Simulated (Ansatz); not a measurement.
SrF2:
```cif
data_F8Sr4
_chemical_formula_sum 'Sr4 F8'
_space_group_name_H-M_alt 'Fm-3m'
_space_group_IT_number 225
_space_group_name_Hall '-F 4 2 3'
_cell_length_a 5.75743
_cell_length_b 5.75743
_cell_length_c 5.75743
_cell_angle_alpha 90.000
_cell_angle_beta 90.000
_cell_angle_gamma 90.000
loop_
_atom_site_label
_atom_site_type_symbol
_atom_site_symmetry_multiplicity
_atom_site_Wyckoff_symbol
_atom_site_fract_x
_atom_site_fract_y
_atom_site_fract_z
_atom_site_occupancy
Sr1 Sr 4 a 0.00000 0.00000 0.00000 1
F1 F 8 c 0.25000 0.25000 0.25000 1
```
(The calculation used a cell of 3 atoms; values per cell refer to that cell.)

Relaxed with PBEsol. Plane-wave PAW PBEsol (Ansatz code) gives a gap of 6.90 eV.

Task: What gap does HSE06 give on the same cell (Ansatz, PAW)?

Result: 9.13 eV, 2.22 eV more. The hybrid was solved on a coarser mesh and at special points; its gap is the smallest among all of these.

| k | v1 PBEsol | c1 PBEsol | v1 HSE06 | c1 HSE06 |
|---|---|---|---|---|
| Γ | -0.10 | 6.90 | -0.09 | 9.13 |
| X | 0.00 | 8.14 | [?] | [?] |
| L | -0.44 | 10.22 | [?] | [?] |
| W | -0.07 | 8.47 | [?] | [?] |
| K | -0.08 | 8.42 | [?] | [?] |

Task: Top valence (v1) and lowest conduction level (c1) in eV from each method's valence maximum (which need not be a listed point): supply the withheld HSE06 values.

Result: 
- W, v1 HSE06: -0.08
- W, c1 HSE06: 10.67
- X, v1 HSE06: 0.00
- X, c1 HSE06: 10.34
- K, v1 HSE06: -0.08
- K, c1 HSE06: 10.64
- L, v1 HSE06: -0.44
- L, c1 HSE06: 12.42

Cost on shared cores: the PBEsol run (SCF on a 8×8×8 mesh, then bands and DOS) very roughly 13 core-seconds, the HSE06 run (SCF on 6×6×6, then a few points) very roughly 120 core-seconds; the tasks are unlike.

Symmetry was held in the PBEsol relaxation; of distortions, only those at the zone centre were tested. Scalar-relativistic: spin–orbit coupling is off unless named, which matters more the heavier the elements.

Potentials: the later of the program's two PAW sets.
